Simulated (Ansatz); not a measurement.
## SnTe (F-43m), stationary points along a deformation path

The calculation used DFT LDA, scalar-relativistic, plane waves, PAW in Ansatz 0.2.0. Settings: plane waves to 420 eV, k-mesh 12×12×12 (Γ-centred), Gaussian smearing 0.15 eV. Spin–orbit coupling is left out, which matters for the heavy elements here. No spin polarisation. Energies are free energies at this smearing, counted from the undisturbed cell; pressure is positive in compression.

The undisturbed cell (as given, not relaxed at this level; it stands at -2.2 GPa; this zinc-blende form isn't the usual structure):

```
Sn Te
1.0
     0.00000    3.61115    3.61115
     3.61115    0.00000    3.61115
     3.61115    3.61115    0.00000
Sn Te
1 1
Direct
  0.00000 0.00000 0.00000
  0.75000 0.75000 0.75000
```

At fixed volume and fractional coordinates, lengths along (0.577, 0.577, 0.577) are scaled against those across it; ρ is that ratio over its starting value. V = 47.091 Å³/atom. Δσ is the stress along the axis less the mean stress across it (compression positive).

| ρ | ΔE (meV/atom) | Δσ (GPa) | space group |
| --- | --- | --- | --- |
| 0.500 | 3143.0 | 86.06 | R3m |
| 0.710 | 271.7 | 13.62 | R3m |
| 1.000 | 0.0 | 0.00 | F-43m |
| 1.410 | -56.9 | 1.52 | R3m |
| 2.000 | -163.8 | 0.12 | R3m |

How does the stress give the slope of the energy, and where is the energy stationary?

Along the path d ln(length) is 2/3 d ln ρ on the axis and −1/3 d ln ρ across it, so dE/d ln ρ = −(2/3) V Δσ: the energy falls with ρ where Δσ is positive. Δσ vanishes or changes sign at ρ = 1.000 (F-43m), a stationary point at 0.0 meV/atom. Pairs of stationary points between two samples would go unseen, and could change a minimum read from distant neighbours into a maximum. At ρ = 1.000 the cell is cubic, where symmetry alone makes the stress isotropic and the slope zero.

Is the start the lowest point of the path?

No: ρ = 2.000 lies 163.8 meV/atom lower, with no sampled rise above the start on the way. Volume and inner coordinates are held, so a relaxed structure there would lie lower still.

Forces appear on the atoms along this scan, and letting them relax would lower the energy and soften the response. The gap closes along the scan, which can put kinks into the curve.